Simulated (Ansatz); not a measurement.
**How settings move the G0W0 gap of CsCl (CsCl type)**

CsCl built on the CsCl prototype, relaxed with r2SCAN; one-shot G0W0 in Ansatz without spin-orbit coupling. The values are computed, spin-unpolarised, and not measurements.

```
CELL_PARAMETERS angstrom
4.14068 0.00000 0.00000
0.00000 4.14068 0.00000
0.00000 0.00000 4.14068
ATOMIC_POSITIONS crystal
Cs 0.00000 0.00000 0.00000
Cl 0.50000 0.50000 0.50000
```

Gaps are read over the mesh points alone. G0W0 values are finite-basis, finite-mesh values.

| start | potentials | frequency model | mesh | empty bands | screening cutoff (eV) | Kohn-Sham gap (eV) | G0W0 gap (eV) |
| --- | --- | --- | --- | --- | --- | --- | --- |
| PBE | PAW | contour deformation | 4×4×4 | 161 | 100 | 5.21 | 7.49 |
| PBE | PAW | contour deformation | 4×4×4 | 389 | 180 | 5.21 | 7.64 |
| PBE | PAW | contour deformation | 4×4×4 | 755 | 260 | 5.21 | 7.71 |
| HSE06 | PAW | contour deformation | 4×4×4 | 389 | 180 | 6.53 | 8.24 |
| r2SCAN | PAW | contour deformation | 4×4×4 | 389 | 180 | 5.91 | 8.30 |
| PBE0 | PAW | contour deformation | 4×4×4 | 389 | 180 | 7.25 | 8.46 |
| PBE | PAW | Godby-Needs pole | 4×4×4 | 389 | 180 | 5.21 | 7.61 |
| PBE | PAW | contour deformation | 6×6×6 | 115 | 80 | 5.21 | 7.41 |
| PBE | norm-conserving | contour deformation | 4×4×4 | 389 | 180 | 5.21 | 7.65 |

Over the mesh points the PBE gap of 5.21 eV becomes a quasiparticle gap of 7.71 eV (direct at Γ), a change of +2.50 eV. Renormalisation factors Z lie between 0.78 and 0.86.

Raising bands and cutoff together moves the gap by +0.15 eV (100 to 180 eV), then +0.07 eV (180 to 260 eV); the last step is still large, so the basis limit isn't reached. Starting from HSE06 (6.53 eV against PBE's 5.21 eV) gives 8.24 eV, +0.60 eV from G0W0@PBE at the same screening cutoff. Starting from r2SCAN (5.91 eV against PBE's 5.21 eV) gives 8.30 eV, +0.66 eV from G0W0@PBE at the same screening cutoff. Starting from PBE0 (7.25 eV against PBE's 5.21 eV) gives 8.46 eV, +0.82 eV from G0W0@PBE at the same screening cutoff. The Godby-Needs plasmon pole differs from contour deformation by -0.03 eV. Norm-conserving potentials (wave cutoff 789 eV against 420 eV) shift the quasiparticle gap by +0.01 eV and the PBE gap by 0.00 eV. r2SCAN runs take a wave cutoff of 500 eV.
